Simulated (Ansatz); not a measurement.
**GaN: a relaxation**

Aim: relax the cell and atoms of GaN.

Program: Ansatz 0.2.0. Level of theory: DFT PBE, scalar-relativistic, plane waves, PAW. These are calculated values, not measurements.

## 1. The starting structure

It takes space group Fm-3m (No. 225, cubic). Conventional cell: a = 4.270 Å, b = 4.270 Å, c = 4.270 Å, α = 90.00°, β = 90.00°, γ = 90.00°. Ga (site symmetry m-3m) has 6 N at 2.14 Å as nearest neighbours. N (site symmetry m-3m) has 6 Ga at 2.14 Å as nearest neighbours.

As a file:

```xyz
2
Lattice="0.0000 2.1352 2.1352 2.1352 0.0000 2.1352 2.1352 2.1352 0.0000" Properties=species:S:1:pos:R:3 pbc="T T T"
Ga    0.0000    0.0000    0.0000
N     2.1352    2.1352    2.1352
```

The structure comes from the Materials Project (structure only).

## 2. A first look at the start

Contents of input.yaml:

```yaml
crystal:
  lattice:
    - [0.0, 2.135235, 2.135235]
    - [2.135235, 0.0, 2.135235]
    - [2.135235, 2.135235, 0.0]
  atoms:
    - { symbol: Ga, position: [0.0, 0.0, 0.0] }
    - { symbol: "N", position: [0.5, 0.5, 0.5] }
basis:
  ecutwfc: 420
kpoints:
  mp_grid: { grid: [8, 8, 8] }
hamiltonian:
  xc: pbe
scf:
  occupations: { method: gaussian, width: 0.1 }
output:
  forces: true
  stress: true
  eigenvalues: true
```

Run with:

```
> ansatz run input.yaml --threads 2 --pin off --max-ram 5120MiB --backend cpu --events-out ev --progress --plain --runs-dir out
```

Output (excerpt; [...] marks lines left out):

```text
[...]
SCF converged after 6 iterations
Free energy (F): -4166.961291 eV
[...]
E sigma→0 (E₀):  -4166.961281 eV
Entropy (-TS):   -0.000020 eV (-0.010 meV/atom)
Fermi energy:    12.855322 eV
[...]
--- Forces (eV/Å), atoms counted from 1 ---
  atom   1  Ga    -0.00000000     0.00000000     0.00000000
  atom   2  N      0.00000000    -0.00000000    -0.00000000
[...]
--- Stress (GPa, compression-positive) ---
       -0.379508       0.000000      -0.000000
        0.000000      -0.379508       0.000000
        0.000000       0.000000      -0.379508
  P = ⅓ Tr σ = -0.3795 GPa (-3.795 kbar)
--- Band table (eV; the first three rows and the last of 29) ---
  k-point 0: bands = ["-4.3528", "-1.4248", "-1.4248", "-1.4248", "-1.3371", "-1.3371", "12.1602", "12.1602", "12.1602", "14.5220", "27.0846", "27.0846", "27.0846"]
[...]
```

It took 0.5 s on 2 threads of Arm Neoverse V1, shared host; peak memory 0.27 GiB.

From the probe: pressure -0.4 GPa, largest force 0.00 eV/Å, gap on this mesh 0.42 eV. The gap decides the next run's mesh: 14×14×14 points and a smearing of 0.02 eV.

## 3. Full relaxation

input.yaml, as its differences from that of step 2:

```diff
@@ -11,3 +11,3 @@
 kpoints:
-  mp_grid: { grid: [8, 8, 8] }
+  mp_grid: { grid: [14, 14, 14] }
 hamiltonian:
@@ -15,3 +15,3 @@
 scf:
-  occupations: { method: gaussian, width: 0.1 }
+  occupations: { method: gaussian, width: 0.02 }
 output:
@@ -20 +20,10 @@
   eigenvalues: true
+  write_density: true
+  write_potential: true
+  elf: true
+  volumetric_format: npy
+relax:
+  adjacent_minimum: "off"
+  f_tol: 0.005
+  max_steps: 80
+  cell: { stress_tol: 0.05 }
```

Run with:

```
> ansatz run input.yaml --threads 2 --pin off --max-ram 5120MiB --backend cpu --events-out ev --progress --plain --runs-dir out
```

Output:

```text
Warning: RAYON_NUM_THREADS=2 ignored (pool sized by the plan → 2); use --threads N
Engine: ansatz 0.2.0, aarch64-unknown-linux-gnu
Pseudopotentials: kind: paw
Pseudopotential: Ga, paw, valence charge 13, recommended cutoff 420 eV (normal), Ga.paw.azcp
Pseudopotential: N, paw, valence charge 5, recommended cutoff 420 eV (normal), N.paw.azcp
Functional definition: PBE
  parameter kappa = 0.804
  parameter beta = 0.06672455060314922
  exchange = pbe_x(kappa = kappa, mu = beta*pi^2/3)
  correlation = pbe_c(beta = beta)
Crystal: 2 atoms, lattice volume = 19.470 Å³
Basis set: ecut = 420 eV, 339 PW (Γ), exchange–correlation on 48×48×48 points (8 copies of the dense FFT grid, shifted against one another)
Bands: 13, of which v1, the nominal top of the filled ones, is band 9 counted from 1 (8 counted from 0)
Symmetry: 48 space group operations
Space group: Fm-3m (ITA 225), of the structure as read, at distance tolerance 2.7e-5 Å
k-points: 104 of 2744
Non-local potential: Ga, projectors of the file, l = 0: 2, l = 1: 2, l = 2: 3, l = 3: 1
Non-local potential: N, projectors of the file, l = 0: 2, l = 1: 2, l = 2: 1
PAW form: soft (Blöchl's): semilocal exchange-correlation on the pseudo side does not see the compensation charge
PAW one-centre angular grid: Ga, 590 points (default); XC on 64 Gauss nodes
PAW one-centre angular grid: N, 110 points (default); XC on 64 Gauss nodes
Initial density: superposition of atomic densities (neutral atoms: chi_scale 0, normalization atom), corrected by the library's trained network
Initial wavefunctions: pseudopotential atomic-orbital guess
Functional: x = pbe(κ = 0.804, μ = 0.2195149727645171), c = pbe(β = 0.06672455060314922)
SCF iter   1: F=—  HF=-4166.963004 eV  |F-HF|=—  |Δ(HF+E_count)|=         —  Δρ=2.39e-3  dr2=3.85e-4  ethr=1.77e-3  ⟨swp⟩=4.6  Hψ=7033  notcnv=0
preconditioner: auto → none  [insulator: Δε(μ)=0.411 eV  Ē_g=19.091 eV  σ=0.020 eV  W_gap=1.00  n_scr=8 (ndim 8)  ℏωp=35.7 eV  f_vac=0.000  D(μ)=0.00/eV (n_scr^D=0)  ε∞_Penn≈4.5]
SCF iter   2: F=—  HF=-4166.963008 eV  |F-HF|=—  |Δ(HF+E_count)|=   4.25e-6  Δρ=1.19e-3  dr2=8.45e-5  ethr=2.14e-6  ⟨swp⟩=2.1  Hψ=2997  notcnv=0
SCF iter   3: F=—  HF=-4166.963064 eV  |F-HF|=—  |Δ(HF+E_count)|=   5.58e-5  Δρ=1.04e-4  dr2=8.17e-7  ethr=4.69e-7  ⟨swp⟩=2.0  Hψ=2285  notcnv=0
SCF iter   4: F=—  HF=-4166.963064 eV  |F-HF|=—  |Δ(HF+E_count)|=   1.34e-7  Δρ=3.51e-5  dr2=1.32e-7  ethr=4.54e-9  ⟨swp⟩=2.0  Hψ=2243  notcnv=0
iter 5 did not close the SCF: its close was put off for the readings that it lacked (scf_convergence_deferred on its scf_iter line)
SCF iter   5: F=-4166.963064 eV  HF=-4166.963064 eV  |F-HF|=1.54e-9  |Δ(HF+E_count)|=   1.19e-7  Δρ=9.98e-6  dr2=7.54e-9  ethr=7.35e-10  ⟨swp⟩=2.1  Hψ=2255  notcnv=0
SCF iter   6: F=-4166.963064 eV  HF=-4166.963064 eV  |F-HF|=1.29e-10  |Δ(HF+E_count)|=   3.28e-9  Δρ=1.21e-6  dr2=1.28e-10  ethr=4.19e-11  ⟨swp⟩=4.0  Hψ=6738  notcnv=0
SCF 1 converged in 6 iterations: F = -4166.963064 eV  dr2 = 1.28e-10
relax step   1: F+E_penalty+E_count = -4166.96306397 eV  Δ(F+E_penalty+E_count) = +0.000e0 eV  max|allowed force component| = 5.736e-30 eV/Å  Δτ_max = 0.0000 Å  P = -0.331 GPa  Ω = 19.470 Å³  (6 SCF iters, dr2 threshold 1.00e-7 eV, accepted)
Crystal: 2 atoms, lattice volume = 19.451 Å³
Initial density: handed on by an earlier stage of this run
Initial wavefunctions: those handed on with the density
iter 1 solved again at ethr=4.48e-8 eV; its pass at ethr=3.10e-3 eV (dr2=8.07e-6 eV) is discarded
SCF iter   1: F=—  HF=-4166.963169 eV  |F-HF|=—  |Δ(HF+E_count)|=         —  Δρ=2.04e-4  dr2=7.96e-6  ethr=4.48e-8  ⟨swp⟩=2.0  Hψ=7716  notcnv=0
preconditioner: auto → none  [insulator: Δε(μ)=0.415 eV  Ē_g=19.108 eV  σ=0.020 eV  W_gap=1.00  n_scr=8 (ndim 8)  ℏωp=35.7 eV  f_vac=0.000  D(μ)=0.00/eV (n_scr^D=0)  ε∞_Penn≈4.5]
SCF iter   2: F=—  HF=-4166.963166 eV  |F-HF|=—  |Δ(HF+E_count)|=   2.29e-6  Δρ=7.66e-5  dr2=1.29e-6  ethr=4.42e-8  ⟨swp⟩=1.8  Hψ=1688  notcnv=0
iter 3 did not close the SCF: its close was put off for the readings that it lacked (scf_convergence_deferred on its scf_iter line)
SCF iter   3: F=-4166.963166 eV  HF=-4166.963166 eV  |F-HF|=6.36e-8  |Δ(HF+E_count)|=   2.94e-7  Δρ=1.96e-5  dr2=3.02e-8  ethr=7.18e-9  ⟨swp⟩=2.5  Hψ=1949  notcnv=0
iter 4 did not close the SCF: its close was put off for the readings that it lacked (scf_convergence_deferred on its scf_iter line)
SCF iter   4: F=-4166.963166 eV  HF=-4166.963166 eV  |F-HF|=1.16e-10  |Δ(HF+E_count)|=   2.54e-8  Δρ=5.82e-6  dr2=2.84e-9  ethr=1.68e-10  ⟨swp⟩=2.1  Hψ=2104  notcnv=0
iter 5 did not close the SCF: its close was put off for the readings that it lacked (scf_convergence_deferred on its scf_iter line)
SCF iter   5: F=-4166.963166 eV  HF=-4166.963166 eV  |F-HF|=3.64e-12  |Δ(HF+E_count)|=  4.07e-10  Δρ=3.83e-7  dr2=1.03e-11  ethr=1.58e-11  ⟨swp⟩=2.2  Hψ=2162  notcnv=0
SCF iter   6: F=-4166.963166 eV  HF=-4166.963166 eV  |F-HF|=0.00e0  |Δ(HF+E_count)|=  8.19e-12  Δρ=2.91e-8  dr2=3.24e-14  ethr=1.00e-12  ⟨swp⟩=4.0  Hψ=5778  notcnv=0
SCF 2 converged in 6 iterations: F = -4166.963166 eV  dr2 = 3.24e-14
relax step   2: F+E_penalty+E_count = -4166.96316606 eV  Δ(F+E_penalty+E_count) = -1.021e-4 eV  max|allowed force component| = 3.788e-30 eV/Å  Δτ_max = 0.0000 Å  P = -0.117 GPa  Ω = 19.451 Å³  energy of the carried Pulay correction = +7.478e-5 eV  (6 SCF iters, dr2 threshold 2.00e-7 eV, accepted)
Crystal: 2 atoms, lattice volume = 19.440 Å³
iter 1 solved again at ethr=1.35e-8 eV; its pass at ethr=3.10e-3 eV (dr2=2.42e-6 eV) is discarded
SCF iter   1: F=—  HF=-4166.963212 eV  |F-HF|=—  |Δ(HF+E_count)|=         —  Δρ=1.12e-4  dr2=2.39e-6  ethr=1.35e-8  ⟨swp⟩=2.1  Hψ=7725  notcnv=0
preconditioner: auto → none  [insulator: Δε(μ)=0.417 eV  Ē_g=19.112 eV  σ=0.020 eV  W_gap=1.00  n_scr=8 (ndim 8)  ℏωp=35.7 eV  f_vac=0.000  D(μ)=0.00/eV (n_scr^D=0)  ε∞_Penn≈4.5]
SCF iter   2: F=—  HF=-4166.963211 eV  |F-HF|=—  |Δ(HF+E_count)|=   9.76e-7  Δρ=4.20e-5  dr2=3.88e-7  ethr=1.33e-8  ⟨swp⟩=1.8  Hψ=1687  notcnv=0
iter 3 did not close the SCF: its close was put off for the readings that it lacked (scf_convergence_deferred on its scf_iter line)
SCF iter   3: F=-4166.963211 eV  HF=-4166.963211 eV  |F-HF|=1.87e-8  |Δ(HF+E_count)|=   8.77e-8  Δρ=1.07e-5  dr2=8.96e-9  ethr=2.15e-9  ⟨swp⟩=2.4  Hψ=1926  notcnv=0
iter 4 did not close the SCF: its close was put off for the readings that it lacked (scf_convergence_deferred on its scf_iter line)
SCF iter   4: F=-4166.963211 eV  HF=-4166.963211 eV  |F-HF|=3.27e-11  |Δ(HF+E_count)|=   7.49e-9  Δρ=3.17e-6  dr2=8.48e-10  ethr=4.98e-11  ⟨swp⟩=2.1  Hψ=2081  notcnv=0
iter 5 did not close the SCF: its close was put off for the readings that it lacked (scf_convergence_deferred on its scf_iter line)
SCF iter   5: F=-4166.963211 eV  HF=-4166.963211 eV  |F-HF|=9.09e-13  |Δ(HF+E_count)|=  1.47e-10  Δρ=2.17e-7  dr2=3.31e-12  ethr=4.71e-12  ⟨swp⟩=2.3  Hψ=2203  notcnv=0
SCF iter   6: F=-4166.963211 eV  HF=-4166.963211 eV  |F-HF|=0.00e0  |Δ(HF+E_count)|=  3.64e-12  Δρ=1.56e-8  dr2=9.44e-15  ethr=1.00e-12  ⟨swp⟩=3.9  Hψ=5470  notcnv=0
SCF 3 converged in 6 iterations: F = -4166.963211 eV  dr2 = 9.44e-15
relax step   3: F+E_penalty+E_count = -4166.96321084 eV  Δ(F+E_penalty+E_count) = -4.477e-5 eV  max|allowed force component| = 1.933e-29 eV/Å  Δτ_max = 0.0000 Å  P = +0.000 GPa  Ω = 19.440 Å³  energy of the carried Pulay correction = +1.157e-4 eV  (6 SCF iters, accepted)
Initial wavefunctions: pseudopotential atomic-orbital guess (no wavefunctions were taken with the density)
iter 1 solved again at ethr=7.62e-9 eV; its pass at ethr=3.10e-3 eV (dr2=1.37e-6 eV) is discarded
SCF iter   1: F=—  HF=-4166.963061 eV  |F-HF|=—  |Δ(HF+E_count)|=         —  Δρ=1.28e-5  dr2=5.45e-9  ethr=7.62e-9  ⟨swp⟩=3.1  Hψ=11116  notcnv=0
preconditioner: auto → none  [insulator: Δε(μ)=0.415 eV  Ē_g=19.112 eV  σ=0.020 eV  W_gap=1.00  n_scr=8 (ndim 8)  ℏωp=35.7 eV  f_vac=0.000  D(μ)=0.00/eV (n_scr^D=0)  ε∞_Penn≈4.5]
SCF iter   2: F=—  HF=-4166.963061 eV  |F-HF|=—  |Δ(HF+E_count)|=   4.09e-7  Δρ=6.82e-6  dr2=1.72e-9  ethr=3.03e-11  ⟨swp⟩=2.0  Hψ=2266  notcnv=0
SCF iter   3: F=—  HF=-4166.963061 eV  |F-HF|=—  |Δ(HF+E_count)|=   3.17e-9  Δρ=1.25e-6  dr2=7.76e-11  ethr=9.57e-12  ⟨swp⟩=2.0  Hψ=2288  notcnv=0
iter 4 did not close the SCF: its close was put off for the readings that it lacked (scf_convergence_deferred on its scf_iter line)
SCF iter   4: F=-4166.963061 eV  HF=-4166.963061 eV  |F-HF|=2.73e-12  |Δ(HF+E_count)|=  8.19e-12  Δρ=3.31e-7  dr2=6.20e-12  ethr=1.00e-12  ⟨swp⟩=2.1  Hψ=2285  notcnv=0
iter 5 did not close the SCF: its close was put off for the readings that it lacked (scf_convergence_deferred on its scf_iter line)
SCF iter   5: F=-4166.963061 eV  HF=-4166.963061 eV  |F-HF|=0.00e0  |Δ(HF+E_count)|=  5.46e-12  Δρ=3.72e-8  dr2=1.05e-13  ethr=1.00e-12  ⟨swp⟩=1.0  Hψ=1352  notcnv=0
iter 6 did not close the SCF: its close was put off for the readings that it lacked (scf_convergence_deferred on its scf_iter line)
SCF iter   6: F=-4166.963061 eV  HF=-4166.963061 eV  |F-HF|=1.82e-12  |Δ(HF+E_count)|=    0.00e0  Δρ=3.90e-9  dr2=1.78e-15  ethr=1.00e-12  ⟨swp⟩=1.0  Hψ=1352  notcnv=0
iter 7 did not close the SCF: its close was put off for the readings that it lacked (scf_convergence_deferred on its scf_iter line)
SCF iter   7: F=-4166.963061 eV  HF=-4166.963061 eV  |F-HF|=0.00e0  |Δ(HF+E_count)|=  9.09e-13  Δρ=7.42e-10  dr2=5.35e-17  ethr=1.00e-12  ⟨swp⟩=1.0  Hψ=1352  notcnv=0
SCF iter   8: F=-4166.963061 eV  HF=-4166.963061 eV  |F-HF|=1.82e-12  |Δ(HF+E_count)|=  1.82e-12  Δρ=1.13e-10  dr2=1.50e-18  ethr=1.00e-12  ⟨swp⟩=1.9  Hψ=3577  notcnv=0
SCF 4 converged in 8 iterations: F = -4166.963061 eV  dr2 = 1.50e-18
relax step   4: F+E_penalty+E_count = -4166.96306082 eV  Δ(F+E_penalty+E_count) = +1.500e-4 eV  max|allowed force component| = 2.860e-29 eV/Å  Δτ_max = 0.0000 Å  P = -0.007 GPa  Ω = 19.440 Å³  stress off target by 6.68e-3 GPa  SCF on the basis re-selected at this cell (its energy is not comparable with the rows above)  (8 SCF iters)
basis re-selected at this cell: Δ(F+E_penalty+E_count) = +1.500e-4 eV, ΔP = -0.007 GPa vs the last step (what re-selecting the basis moved, of the pressure what is left beyond the Pulay correction that the steps carried, after the strain that the cell walked since its last selection, with what the two solves' SCF thresholds leave and, on support functions, any second-order correction that the steps lacked; it is no measure of the basis error at this ecutwfc). This SCF's stress stands 6.68e-3 GPa from its target on what of the cell is left free (relax.cell.stress_tol is 5.00e-2 GPa) and its largest allowed force component is 2.86e-29 eV/Å (relax.f_tol is 5.00e-3 eV/Å): within both
SCF converged after 8 iterations
Free energy (F): -4166.963061 eV
Harris-Foulkes:  -4166.963061 eV  (|F-HF|=1.82e-12)
Internal energy: -4166.963061 eV  (E = F + TS)
E sigma→0 (E₀):  -4166.963061 eV
Fermi energy:    12.874719 eV
--- Per-component energies (eV) ---
  E_band       = 38.988141
  E_kinetic    = 246.945220
  E_local      = -1691.370585  (includes V_loc(G=0)·N_el)
  E_nonlocal   = 477.010401
  E_hartree    = 791.827642
  E_xc         = -128.145226
  E_vxc        = -133.512666  (∫ρ·V_xc dr)
  E_paw        = -2123.894301  (= ΣΔE_a)
  E_vpaw       = -443.739344  (= ΣTr[D̂ρ^β])
  E_aug_tail   = -0.000169  (compensation charges beyond the density's cutoff)
  E_ewald      = -1739.336041
  E_smearing   = -0.000000  (= −TS)
  E_closure    = 0.000000  (closes the sum)
  Σ components = -4166.963061   (vs F -4166.963061, Δ=0.00e0)
--- Forces (eV/Å), atoms counted from 1 ---
  atom   1  Ga    -0.00000000     0.00000000     0.00000000
  atom   2  N      0.00000000    -0.00000000    -0.00000000
  max |Σ_I F_I| component: 5.64e-29 eV/Å
--- Stress (GPa, compression-positive) ---
       -0.006680      -0.000000      -0.000000
       -0.000000      -0.006680      -0.000000
       -0.000000      -0.000000      -0.006680
  P = ⅓ Tr σ = -0.0067 GPa (-0.067 kbar)
--- Band table (eV; the first three rows and the last of 104) ---
  k-point 0: bands = ["-4.3425", "-1.3960", "-1.3960", "-1.3960", "-1.3080", "-1.3080", "12.1830", "12.1830", "12.1830", "14.5646", "27.1199", "27.1199", "27.1199"]
  k-point 1: bands = ["-4.2460", "-1.3995", "-1.3906", "-1.3906", "-1.3148", "-1.3148", "11.4698", "12.1920", "12.1920", "15.1717", "25.5009", "26.6850", "26.6850"]
  k-point 2: bands = ["-3.9615", "-1.4088", "-1.3874", "-1.3874", "-1.3213", "-1.3213", "10.1318", "12.2218", "12.2218", "16.1734", "23.7704", "25.5635", "25.5635"]
  k-point 103: bands = ["-2.6866", "-1.4306", "-1.3623", "-1.3391", "-1.1387", "1.3738", "7.0826", "7.9249", "8.1669", "17.2473", "22.3929", "22.6086", "23.1860"]
--- Relaxed structure (3 steps of the walk, 3 accepted, 1 SCFs on fresh bases) ---
  F+E_penalty+E_count = -4166.96306082 eV   max|allowed force component| = 2.860e-29 eV/Å   (the final SCF, on the basis selected at the relaxed cell)
  cell:  # Å, volume = 19.4399 Å³
    - [-1.1082434171547907e-33, 2.1341311776516374, 2.1341311776516374]
    - [2.1341311776516374, -6.496599341941877e-34, 2.1341311776516374]
    - [2.1341311776516374, 2.1341311776516374, -3.025377144531756e-34]
  atoms:
    - { symbol: Ga, position: [9.542385458209307e-38, -8.074326156966056e-38, -9.542385458551116e-38] }
    - { symbol: N, position: [0.49999999999999994, 0.49999999999999994, 0.49999999999999994] }
```

It took 4.6 s on 2 threads of Arm Neoverse V1, shared host; peak memory 0.32 GiB.

Relaxation path:

```csv
step,E - E(step 1) (eV/cell),largest force component (eV/Å),pressure (GPa),volume (Å³)
1,0.0000,0.0000,-0.33,19.47
2,-0.0001,0.0000,-0.12,19.45
3,-0.0001,0.0000,0.00,19.44
4,0.0000,0.0000,-0.01,19.44
```

Step 1 is the start. Step 4 repeats the geometry before it on a plane-wave basis chosen anew for that cell, so its energy need not be comparable with the rows above.

Lengths and angles in the start's conventional setting:

|  | before | after | change |
| --- | --- | --- | --- |
| a (Å) | 4.270 | 4.268 | -0.1 % |
| b (Å) | 4.270 | 4.268 | -0.1 % |
| c (Å) | 4.270 | 4.268 | -0.1 % |
| volume (Å³/atom) | 9.74 | 9.72 | -0.2 % |
| shortest distance (Å) | 2.135 | 2.134 | -0.1 % |
| space group (0.01 Å) | Fm-3m | Fm-3m | same |

The run keeps the 48 symmetry operations of the start, so it could not have lowered the symmetry.

Axes a, b and c in the maps are those of this run's conventional cell (a, b, c = 4.268, 4.268, 4.268 Å).

Density in a lattice plane of the grid's cell (edges 4.27 and 4.27 Å, at 0.000 of the third edge), which holds Ga and N.

Ten even steps from '0' (0.18 e/Å³) to '9' (53.00 e/Å³):
```
541000000000000000000014
110000000000000000000001
000000000000000000000000
000000000000000000000000
000000000000000000000000
000000000000000000000000
000000000000000000000000
000000000001110000000000
000000000014541000000000
000000000026962000000000
000000000014541000000000
000000000001110000000000
000000000000000000000000
000000000000000000000000
000000000000000000000000
000000000000000000000000
000000000000000000000000
110000000000000000000001
541000000000000000000014
962000000000000000000026
```
Columns run along the first of these edges and rows up along the second, over one cell in 24 and 20 even steps from the bottom left corner. Atoms in the plane (fractional): Ga at (0.00, 0.00), Ga at (0.50, 0.50), N at (0.00, 0.50), N at (0.50, 1.00).

ELF in the same plane.

Ten even steps from ' ' (0.02) to '@' (0.81):
```
      ....::==##@@@@##==::==##@@@@##==::....    
      ..::::==**@@@@@@%%%%%%@@@@@@**==::::..    
......::..::--++##%%@@@@@@@@@@%%##++--::..::....
::::::::....::--==**##%%%%%%##**==--::....::::::
======--::......::--==========--::......::--====
%%%%##**==--::....::::::::::::::....::--==**##%%
@@@@@@%%##++--::..::..........::..::--++##%%@@@@
%%%%@@@@@@**==::::..          ..::::==**@@@@@@%%
::==##@@@@##==::....          ....::==##@@@@##==
  ..**@@@@##==::..      ==      ..::==##@@@@**..
::==##@@@@##==::....          ....::==##@@@@##==
%%%%@@@@@@**==::::..          ..::::==**@@@@@@%%
@@@@@@%%##++--::..::..........::..::--++##%%@@@@
%%%%##**==--::....::::::::::::::....::--==**##%%
======--::......::--==========--::......::--====
::::::::....::--==**##%%%%%%##**==--::....::::::
......::..::--++##%%@@@@@@@@@@%%##++--::..::....
      ..::::==**@@@@@@%%%%%%@@@@@@**==::::..    
      ....::==##@@@@##==::==##@@@@##==::....    
==      ..::==##@@@@**..  ..**@@@@##==::..      
```
Columns run along the first of these edges and rows up along the second, over one cell in 24 and 20 even steps from the bottom left corner. Atoms in the plane (fractional): Ga at (0.00, 0.00), Ga at (0.50, 0.50), N at (0.00, 0.50), N at (0.50, 1.00).

Both are smooth fields of the valence electrons: close to the nuclei they are not physical.

Outside the cores ELF peaks at 0.82 in the shell around N, 0.6 Å from N.

## 4. Results

| quantity | value |
| --- | --- |
| relaxed cell (conventional) | a = 4.268 Å, b = 4.268 Å, c = 4.268 Å, α = 90.00°, β = 90.00°, γ = 90.00° |
| space group (0.01 Å) | Fm-3m (No. 225) |
| volume | 9.72 Å³/atom |
| formation energy (elements from runs with the same settings, not shown) | +0.04 eV/atom |
| gap on the mesh | 0.42 eV |

The volume hardly moved (-0.2 %).

The gaps are Kohn-Sham values of a semilocal functional, not quasiparticle or optical gaps. Such gaps usually fall short of the measured ones.
